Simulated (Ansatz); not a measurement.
`Oc1ccccc1` + CH₃OH → `COc1ccccc1` + H₂O at 700 K and 1 bar (substitution at a C–O bond).

Program: Ansatz. Geometries: PBE0-D4/def2-TZVP. ΔE: electronic, gas phase. CBS: MP2 limit from def2 TZ/QZ plus the TZ coupled-cluster correction, frozen cores. This one scheme is used for every species. One conformer a species, not always the lowest.

```tsv
species	CCSD(T)/CBS energy (Eh)	H − E (kJ/mol)	S (J/(mol·K))
`Oc1ccccc1`	-307.09669	354.7	438.0
CH₃OH	-115.61712	170.8	288.5
`COc1ccccc1`	-346.34055	444.9	491.7
H₂O	-76.37941	80.5	218.4
```

H − E and S are ideal-gas, rigid-rotor, harmonic terms from PBE0-D4/def2-TZVP, for one conformer and one mirror image of each species. 1 Eh = 2625.50 kJ/mol, R = 8.31446 J/(mol·K).

Q: By hand: ΔE, ΔH, ΔS and ΔG.

A: ΔE = (-346.34055) + (-76.37941) − (-307.09669) − (-115.61712) = -0.00615 Eh = -16.1 kJ/mol. Δ(H − E) = 444.9 + 80.5 − 354.7 − 170.8 = -0.1, so ΔH = -16.2 kJ/mol. ΔS = 491.7 + 218.4 − 438.0 − 288.5 = -16.4 J/(mol·K). ΔG = -16.2 − 700 × (-16.4)/1000 = -4.7 kJ/mol.

Q: By hand: the equilibrium constant, and the temperature at which ΔG would vanish if ΔH and ΔS stayed fixed.

A: log₁₀ K = −ΔG/(RT ln 10) = 0.4. ΔG = 0 at ΔH/ΔS = 988 K, though so small a ΔS makes that figure unsure.

TΔS isn't small against ΔH here. The sign of ΔG lies within the doubt. A doubt of 5 kJ/mol in ΔE shifts log₁₀ K by 0.4 here. Other conformers and mirror images would add mixing entropy, several J/(mol·K) or more a flexible species. These are equilibria of isolated gas molecules and say nothing of rates. Largest T1 diagnostic: 0.011 (customary marks: 0.02 for closed shells, 0.045 for open ones).
